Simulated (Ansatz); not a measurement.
Pb:

```
Pb
1.0
     0.00000    2.47502    2.47502
     2.47502    0.00000    2.47502
     2.47502    2.47502    0.00000
Pb
1
Direct
  0.00000 0.00000 0.00000
```

Base run:

```yaml
Program: Ansatz 0.2.0
Functional: PBE
Potentials_or_basis: SSSP precision PAW
Cutoff: 612 eV
Density_cutoff: 6123 eV
k_mesh: 9 × 9 × 9
Occupations: fermi-dirac, width 0.05 eV
Spin: no spin polarisation
```

Its results: band gap on the k mesh none (metal or under the smearing width); pressure 2.3 GPa.

**Question.** The run is repeated on the same cell with these changes: potentials or basis from SSSP precision PAW to Ansatz PAW; cutoff from 612 eV to 420 eV (not typed: the program's choice for these potentials); k mesh from 9 × 9 × 9 to 7 × 7 × 7. What comes out?

**Answer.** Band gap on the k mesh none (metal or under the smearing width); pressure 2.9 GPa.

Caveats: spin-orbit coupling is left out, which moves the levels of the heavy elements (some runs).
